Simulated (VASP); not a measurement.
Set up this calculation in VASP 6.6.1, as the native input.

| Quantity | Value |
| --- | --- |
| Task | dielectric tensor |
| Functional | PBE |
| Dispersion | D3(BJ) |
| Potentials or basis | VASP PAW PBE potentials, release 64 (W_sv, Se) |
| Cutoff | 600 eV |
| k mesh | 12 × 12 × 3 |
| Occupations | gaussian, width 0.03 eV |
| Spin | no spin polarisation |
| Monkhorst-Pack mesh | no |
| Further INCAR settings | ALGO = Fast; EDIFF = 1e-08 |

The structure of WSe2 lies in POSCAR:

```
WSe2                                    
1.0
    3.2811720410     -0.0000000000     -0.0000000000
   -1.6405860205      2.8415783417     -0.0000000000
    0.0000000000      0.0000000000     12.7930135602
  W               Se            
     2     4
Direct
     0.3333333332999970    0.6666666667000030    0.2500000000000000
     0.6666666667000030    0.3333333332999970    0.7500000000000000
     0.3333333332999970    0.6666666667000030    0.6181899981827218
     0.6666666667000030    0.3333333332999970    0.1181899981827218
     0.3333333332999970    0.6666666667000030    0.8818100018172782
     0.6666666667000030    0.3333333332999970    0.3818100018172781
```

These files were run (other wordings do the same):

INCAR

```
SYSTEM = WSe2
PREC     = Accurate       ! precision mode
ENCUT    = 600            ! plane-wave cutoff, eV
EDIFF    = 1E-8           ! SCF threshold, eV
ISMEAR   = 0              ! smearing method
SIGMA    = 0.03           ! smearing width, eV
LREAL    = .FALSE.        ! projectors in reciprocal space
LASPH    = .TRUE.         ! aspherical terms in the spheres
NELM     = 80             ! most SCF steps
ALGO     = Fast           ! electronic algorithm
ISIF     = 2              ! what is computed and relaxed
LWAVE    = .FALSE.        ! write WAVECAR
LCHARG   = .FALSE.        ! write CHGCAR
GGA      = PE             ! functional
IVDW     = 12             ! dispersion correction
LEPSILON = .TRUE.         ! dielectric tensor by DFPT
KPAR     = 2
```

KPOINTS

```
regular mesh
0
G
  12 12 3
  0 0 0
```

Potentials or basis: VASP PAW PBE potentials, release 64 (W_sv, Se).

Launch:

```bash
$ cat potpaw_PBE.64/W_sv/POTCAR potpaw_PBE.64/Se/POTCAR > POTCAR
$ mpirun -np 2 vasp_std > vasp.out
```

Results of the run:

The band gap on the k mesh is 0.89 eV, indirect (least direct gap 1.56 eV), the electronic dielectric tensor (diagonal) is 15.55, 15.55, 8.19 and the born charges (mean of the diagonal) is W -1.11; Se +0.55 e. The dispersion energy per atom is -0.475 eV.

Caveat: spin-orbit coupling is left out, which moves the levels of the heavy elements; an odd mesh through Γ misses points on the zone boundary, where band edges often lie.

It took 22 min on 2 MPI ranks on Intel(R) Xeon(R) Platinum 8559C (Emerald Rapids), on a shared host, peak memory 0.99 GiB a rank.
